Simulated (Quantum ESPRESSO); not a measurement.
# BAs (Pm-3m) in Quantum ESPRESSO: convergence with wavefunction cutoff

Aim: find how far wavefunction cutoff must go before the results for BAs settle, at PBE. This setting moves, with any that are tied to it; all else stays.

Everything below comes from runs of Quantum ESPRESSO 7.5. Logs are shortened: lines on timing, memory, paths and dates and some standing lists are left out, and cuts for length are marked.

### Step 1. Starting point

It takes space group Pm-3m (No. 221, cubic). The conventional cell has a = 2.957 Å, b = 2.957 Å, c = 2.957 Å, α = 90.00°, β = 90.00°, γ = 90.00°. Around B (site symmetry m-3m) lie 8 As at 2.56 Å. As (site symmetry m-3m) is surrounded by 8 B at 2.56 Å.

The cell was built by a generator and needn't be a form met in nature.

### Step 2. With wavefunction cutoff 34 Ry

pw.in reads:

```
&CONTROL
  calculation = 'scf'
  prefix = 'pwscf'
  outdir = './tmp'
  pseudo_dir = './pseudo'
  tprnfor = .true.
  tstress = .true.
  disk_io = 'nowf'
/
&SYSTEM
  ibrav = 0
  nat = 2
  ntyp = 2
  ecutwfc = 34
  nbnd = 15
  occupations = 'smearing'
  smearing = 'fd'
  degauss = 0.00734986
/
&ELECTRONS
  conv_thr = 4d-10
  electron_maxstep = 120
  mixing_beta = 0.5
/
ATOMIC_SPECIES
B     10.8100 B.upf
As    74.9216 As.upf
CELL_PARAMETERS angstrom
   2.9570103300    0.0000000000    0.0000000000
   0.0000000000    2.9570103300    0.0000000000
   0.0000000000    0.0000000000    2.9570103300
ATOMIC_POSITIONS crystal
B      0.5000000000    0.5000000000    0.5000000000
As     0.0000000000    0.0000000000    0.0000000000
K_POINTS automatic
9 9 9 0 0 0
```

Potentials or basis: PseudoDojo 0.4.1 SR PBE standard.

Launch:

```sh
$ OMP_NUM_THREADS=1 pw.x -in pw.in > pw.out
```

Run time: 4.1 s. Hardware: 1 thread of Arm Neoverse V2, shared host; peak memory 0.05 GiB.

Results:

```
Free energy            : -2832.4725 eV
Pressure               : -2035.5 GPa
Band gap on the k mesh : none (metal or under the smearing width)
```

### Step 3. With wavefunction cutoff 42 Ry

Edit pw.in of step 2 so:

```diff
@@ -13,3 +13,3 @@
   ntyp = 2
-  ecutwfc = 34
+  ecutwfc = 42
   nbnd = 15
```

Potentials or basis: PseudoDojo 0.4.1 SR PBE standard.

Launch:

```sh
$ OMP_NUM_THREADS=1 pw.x -in pw.in > pw.out
```

Run time: 4.3 s. Hardware: 1 thread of Arm Neoverse V2, shared host; peak memory 0.05 GiB.

What came out:

- Free energy: -2914.4017 eV
- Pressure: -1167.8 GPa
- Band gap on the k mesh: none (metal or under the smearing width)

### Step 4. With wavefunction cutoff 50 Ry

Edit pw.in of step 3 so:

```diff
@@ -13,3 +13,3 @@
   ntyp = 2
-  ecutwfc = 42
+  ecutwfc = 50
   nbnd = 15
```

Launch:

```sh
$ OMP_NUM_THREADS=1 pw.x -in pw.in > pw.out
```

Run time: 5.6 s. Hardware: 1 thread of Arm Neoverse V2, shared host; peak memory 0.05 GiB.

Results:

| Property | Result |
| --- | --- |
| Free energy | -2949.1635 eV |
| Pressure | -507.6 GPa |
| Band gap on the k mesh | none (metal or under the smearing width) |

### Step 5. With wavefunction cutoff 59 Ry

Edit pw.in of step 4 so:

```diff
@@ -13,3 +13,3 @@
   ntyp = 2
-  ecutwfc = 50
+  ecutwfc = 59
   nbnd = 15
```

Launch:

```sh
$ OMP_NUM_THREADS=1 pw.x -in pw.in > pw.out
```

Run time: 8.5 s. Hardware: 1 thread of Arm Neoverse V2, shared host; peak memory 0.05 GiB.

What came out:

| Property | Result |
| --- | --- |
| Free energy | -2960.9122 eV |
| Pressure | -130.3 GPa |
| Band gap on the k mesh | none (metal or under the smearing width) |

### Step 6. With wavefunction cutoff 67 Ry

Edit pw.in of step 5 so:

```diff
@@ -13,3 +13,3 @@
   ntyp = 2
-  ecutwfc = 59
+  ecutwfc = 67
   nbnd = 15
```

Potentials or basis: PseudoDojo 0.4.1 SR PBE standard.

Launch:

```sh
$ OMP_NUM_THREADS=1 pw.x -in pw.in > pw.out
```

It took 9 s on 1 thread of Arm Neoverse V2, shared host; peak memory 0.05 GiB.

The run converged. Its results:

```yaml
Free_energy: -2962.9358 eV
Pressure: -25.3 GPa
Band_gap_on_the_k_mesh: none (metal or under the smearing width)
```

### Step 7. With wavefunction cutoff 76 Ry

Edit pw.in of step 6 so:

```diff
@@ -13,3 +13,3 @@
   ntyp = 2
-  ecutwfc = 67
+  ecutwfc = 76
   nbnd = 15
```

Launch:

```sh
$ OMP_NUM_THREADS=1 pw.x -in pw.in > pw.out
```

Wall time 7.8 s (1 thread of Arm Neoverse V2, shared host); peak memory 0.05 GiB.

The run converged. Its results:

| Quantity | Value |
| --- | --- |
| Free energy | -2963.2112 eV |
| Pressure | -3.3 GPa |
| Band gap on the k mesh | none (metal or under the smearing width) |

### Step 8. With wavefunction cutoff 84 Ry

Edit pw.in of step 7 so:

```diff
@@ -13,3 +13,3 @@
   ntyp = 2
-  ecutwfc = 76
+  ecutwfc = 84
   nbnd = 15
```

Launch:

```sh
$ OMP_NUM_THREADS=1 pw.x -in pw.in > pw.out
```

Run time: 14 s. Hardware: 1 thread of Arm Neoverse V2, shared host; peak memory 0.06 GiB.

Results (log left out):

```yaml
Free_energy: -2963.2213 eV
Pressure: -1.8 GPa
Band_gap_on_the_k_mesh: none (metal or under the smearing width)
```

### Step 9. With wavefunction cutoff 101 Ry

Edit pw.in of step 8 so:

```diff
@@ -13,3 +13,3 @@
   ntyp = 2
-  ecutwfc = 84
+  ecutwfc = 101
   nbnd = 15
```

Potentials or basis: PseudoDojo 0.4.1 SR PBE standard.

Launch:

```sh
$ OMP_NUM_THREADS=1 pw.x -in pw.in > pw.out
```

Run time: 16 s. Hardware: 1 thread of Arm Neoverse V2, shared host; peak memory 0.07 GiB.

The run converged. Its results:

```yaml
Free_energy: -2963.2219 eV
Pressure: -1.8 GPa
Band_gap_on_the_k_mesh: none (metal or under the smearing width)
```

### Step 10. With wavefunction cutoff 126 Ry

Edit pw.in of step 9 so:

```diff
@@ -13,3 +13,3 @@
   ntyp = 2
-  ecutwfc = 101
+  ecutwfc = 126
   nbnd = 15
```

Potentials or basis: PseudoDojo 0.4.1 SR PBE standard.

Launch:

```sh
$ OMP_NUM_THREADS=1 pw.x -in pw.in > pw.out
```

pw.out:

```text
This program is part of the open-source Quantum ESPRESSO suite
     for quantum simulation of materials; please cite
[... 9 lines left out ...]
     --------------------
     sticks:   dense  smooth     PW     G-vecs:    dense   smooth      PW
     Sum        1245    1245    357                33371    33371    5185

     Using Slab Decomposition

     bravais-lattice index     =            0
     lattice parameter (alat)  =       5.5879  a.u.
     unit-cell volume          =     174.4838 (a.u.)^3
     number of atoms/cell      =            2
     number of atomic types    =            2
     number of electrons       =        18.00
     number of Kohn-Sham states=           15
     kinetic-energy cutoff     =     126.0000  Ry
     charge density cutoff     =     504.0000  Ry
     scf convergence threshold =      4.0E-10
     mixing beta               =       0.5000
     number of iterations used =            8  plain     mixing
     Exchange-correlation= PBE
                           (   1   4   3   4   0   0   0)

     celldm(1)=   5.587940  celldm(2)=   0.000000  celldm(3)=   0.000000
     celldm(4)=   0.000000  celldm(5)=   0.000000  celldm(6)=   0.000000

     crystal axes: (cart. coord. in units of alat)
               a(1) = (   1.000000   0.000000   0.000000 )
               a(2) = (   0.000000   1.000000   0.000000 )
               a(3) = (   0.000000   0.000000   1.000000 )

     reciprocal axes: (cart. coord. in units 2 pi/alat)
               b(1) = (  1.000000  0.000000  0.000000 )
               b(2) = (  0.000000  1.000000  0.000000 )
               b(3) = (  0.000000  0.000000  1.000000 )

     PseudoPot. # 1 for B  read from file:
     B.upf
     Pseudo is Norm-conserving + core correction, Zval =  3.0
     Generated using ONCVPSP code by D. R. Hamann
     Using radial grid of 1534 points,  4 beta functions with:
                l(1) =   0
                l(2) =   0
                l(3) =   1
                l(4) =   1

     PseudoPot. # 2 for As read from file:
     As.upf
     Pseudo is Norm-conserving + core correction, Zval = 15.0
     Generated using ONCVPSP code by D. R. Hamann
     Using radial grid of 1358 points,  6 beta functions with:
                l(1) =   0
                l(2) =   0
                l(3) =   1
                l(4) =   1
                l(5) =   2
                l(6) =   2

     atomic species   valence    mass     pseudopotential
     B                 3.00    10.81000     B ( 1.00)
     As               15.00    74.92160     As( 1.00)

     48 Sym. Ops., with inversion, found

   Cartesian axes

     site n.     atom                  positions (alat units)
         1        B      tau(   1) = (   0.5000000   0.5000000   0.5000000  )
         2        As     tau(   2) = (   0.0000000   0.0000000   0.0000000  )

     number of k points=    35  Fermi-Dirac smearing, width (Ry)=  0.0073
                       cart. coord. in units 2pi/alat
        k(    1) = (   0.0000000   0.0000000   0.0000000), wk =   0.0027435
        k(    2) = (   0.0000000   0.0000000   0.1111111), wk =   0.0164609
        k(    3) = (   0.0000000   0.0000000   0.2222222), wk =   0.0164609
        k(    4) = (   0.0000000   0.0000000   0.3333333), wk =   0.0164609
        k(    5) = (   0.0000000   0.0000000   0.4444444), wk =   0.0164609
        k(    6) = (   0.0000000   0.1111111   0.1111111), wk =   0.0329218
[... 27 lines left out ...]
        k(   34) = (   0.3333333   0.4444444   0.4444444), wk =   0.0658436
        k(   35) = (   0.4444444   0.4444444   0.4444444), wk =   0.0219479

     Dense  grid:    33371 G-vectors     FFT dimensions: (  40,  40,  40)

     Initial potential from superposition of free atoms

     starting charge      17.9995, renormalised to      18.0000
     Starting wfcs are   13 randomized atomic wfcs +    2 random wfcs

     Self-consistent Calculation

     iteration #  1     ecut=   126.00 Ry     beta= 0.50
     Davidson diagonalization with overlap
     ethr =  1.00E-02,  avg # of iterations =  4.3

     Threshold (ethr) on eigenvalues was too large:
     Diagonalizing with lowered threshold

     Davidson diagonalization with overlap
     ethr =  1.87E-04,  avg # of iterations =  3.1

     total energy              =    -217.78327870 Ry
     estimated scf accuracy    <       0.03246862 Ry

     iteration #  2     ecut=   126.00 Ry     beta= 0.50
     Davidson diagonalization with overlap
     ethr =  1.80E-04,  avg # of iterations =  2.1

     total energy              =    -217.79225277 Ry
     estimated scf accuracy    <       0.00330331 Ry

     iteration #  3     ecut=   126.00 Ry     beta= 0.50
     Davidson diagonalization with overlap
     ethr =  1.84E-05,  avg # of iterations =  2.5

     total energy              =    -217.79281283 Ry
     estimated scf accuracy    <       0.00017380 Ry

     iteration #  4     ecut=   126.00 Ry     beta= 0.50
     Davidson diagonalization with overlap
     ethr =  9.66E-07,  avg # of iterations =  3.4

     total energy              =    -217.79282921 Ry
     estimated scf accuracy    <       0.00000669 Ry

     iteration #  5     ecut=   126.00 Ry     beta= 0.50
     Davidson diagonalization with overlap
     ethr =  3.72E-08,  avg # of iterations =  2.2

     total energy              =    -217.79283100 Ry
     estimated scf accuracy    <       0.00000047 Ry

     iteration #  6     ecut=   126.00 Ry     beta= 0.50
     Davidson diagonalization with overlap
     ethr =  2.61E-09,  avg # of iterations =  2.1

     total energy              =    -217.79283111 Ry
     estimated scf accuracy    <       0.00000003 Ry

     iteration #  7     ecut=   126.00 Ry     beta= 0.50
     Davidson diagonalization with overlap
     ethr =  1.50E-10,  avg # of iterations =  2.1

     total energy              =    -217.79283111 Ry
     estimated scf accuracy    <          8.5E-09 Ry

     iteration #  8     ecut=   126.00 Ry     beta= 0.50
     Davidson diagonalization with overlap
     ethr =  4.73E-11,  avg # of iterations =  1.6

     End of self-consistent calculation

          k = 0.0000 0.0000 0.0000 (  4139 PWs)   bands (ev):

   -23.8952 -23.8952 -23.8464 -23.8464 -23.8464  -3.0891  11.6269  11.6269
    11.6269  11.9968  18.1639  18.1639  21.5080  21.5080  21.5080

          k = 0.0000 0.0000 0.1111 (  4128 PWs)   bands (ev):

   -23.8950 -23.8907 -23.8477 -23.8477 -23.8463  -2.8983   9.5449  11.8234
    11.8234  13.0932  18.3627  19.4835  21.0216  21.0216  21.1891

          k = 0.0000 0.0000 0.2222 (  4144 PWs)   bands (ev):

   -23.8945 -23.8793 -23.8511 -23.8511 -23.8460  -2.3346   6.9887  12.4077
    12.4077  13.8231  18.9553  19.6503  19.7219  19.7219  23.1290

          k = 0.0000 0.0000 0.3333 (  4128 PWs)   bands (ev):

   -23.8939 -23.8664 -23.8549 -23.8549 -23.8457  -1.4412   4.6471  13.3631
    13.3631  14.5900  18.0102  18.0102  18.3398  19.9215  25.7996

          k = 0.0000 0.0000 0.4444 (  4152 PWs)   bands (ev):

   -23.8936 -23.8580 -23.8574 -23.8574 -23.8455  -0.4482   2.9063  14.6516
    14.6516  15.4587  16.2643  16.2643  17.1056  21.1147  23.7793

          k = 0.0000 0.1111 0.1111 (  4152 PWs)   bands (ev):

   -23.8926 -23.8883 -23.8491 -23.8477 -23.8476  -2.7075   9.3651  10.2963
    12.0180  14.0987  19.0935  20.0180  20.0386  20.6588  21.5703
[... 126 lines left out ...]
          k = 0.3333 0.3333 0.3333 (  4173 PWs)   bands (ev):

   -23.8639 -23.8637 -23.8637 -23.8500 -23.8500   1.8560   7.1868   8.5498
     8.5498  12.0031  13.9847  13.9847  17.6638  28.0713  29.6857

          k = 0.3333 0.3333 0.4444 (  4163 PWs)   bands (ev):

   -23.8667 -23.8665 -23.8634 -23.8498 -23.8414   2.8238   6.2323   8.8039
     9.8920  10.7793  11.9410  14.7450  16.1149  28.8986  29.8209

          k = 0.3333 0.4444 0.4444 (  4174 PWs)   bands (ev):

   -23.8696 -23.8663 -23.8662 -23.8454 -23.8369   3.7375   7.2415   7.7558
     9.4176  10.6315  12.2878  13.2815  14.3708  29.9663  30.6428

          k = 0.4444 0.4444 0.4444 (  4182 PWs)   bands (ev):

   -23.8693 -23.8692 -23.8692 -23.8367 -23.8367   4.5644   8.2906   9.0917
     9.0917  10.0189  11.2240  11.2240  12.5005  31.2228  31.5475

     the Fermi energy is    12.3510 ev

!    total energy              =    -217.79283111 Ry
     estimated scf accuracy    <          2.0E-10 Ry
     smearing contrib. (-TS)   =      -0.00256241 Ry
     internal energy E=F+TS    =    -217.79026870 Ry

     The total energy is F=E-TS. E is the sum of the following terms:
     one-electron contribution =     -93.58354317 Ry
     hartree contribution      =      57.30214349 Ry
     xc contribution           =     -49.77841186 Ry
     ewald contribution        =    -131.73045716 Ry

     convergence has been achieved in   8 iterations

     Forces acting on atoms (cartesian axes, Ry/au):

     atom    1 type  1   force =     0.00000000    0.00000000    0.00000000
     atom    2 type  2   force =     0.00000000    0.00000000    0.00000000

     Total force =     0.000000     Total SCF correction =     0.000000

     Computing stress (Cartesian axis) and pressure

          total   stress  (Ry/bohr**3)                   (kbar)     P=      -17.71
  -0.00012040   0.00000000   0.00000000          -17.71        0.00        0.00
   0.00000000  -0.00012040   0.00000000            0.00      -17.71        0.00
   0.00000000   0.00000000  -0.00012040            0.00        0.00      -17.71

=------------------------------------------------------------------------------=
   JOB DONE.
=------------------------------------------------------------------------------=
```

It took 21 s on 1 thread of Arm Neoverse V2, shared host; peak memory 0.09 GiB.

What came out:

| Item | Value |
| --- | --- |
| Free energy | -2963.2224 eV |
| Pressure | -1.8 GPa |
| Band gap on the k mesh | none (metal or under the smearing width) |

### Step 11. Result

```
wavefunction cutoff  energy less the tightest run, at zero smearing (meV/atom)  pressure (GPa)  SCF cycles  CPU time (s)  peak memory (GiB)
              34 Ry                                                   65376.24        -2035.49          10             4               0.05
              42 Ry                                                   24411.05        -1167.81           9           4.3               0.05
              50 Ry                                                    7029.71         -507.58           9           5.6               0.05
              59 Ry                                                    1155.17         -130.34           9           8.5               0.05
              67 Ry                                                     143.33          -25.33           8             9               0.05
              76 Ry                                                       5.63           -3.27           8           7.8               0.05
              84 Ry                                                       0.57           -1.77           8            14               0.06
             101 Ry                                                       0.27           -1.77           8            16               0.07
             126 Ry                                                       0.00           -1.77           8            21               0.09
```

Against the tightest run, the energy stays within 1 meV/atom from 84 Ry on; the pressure stays within 0.1 GPa from 84 Ry on. The tightest run that finished is the yardstick and may itself not be fully converged.
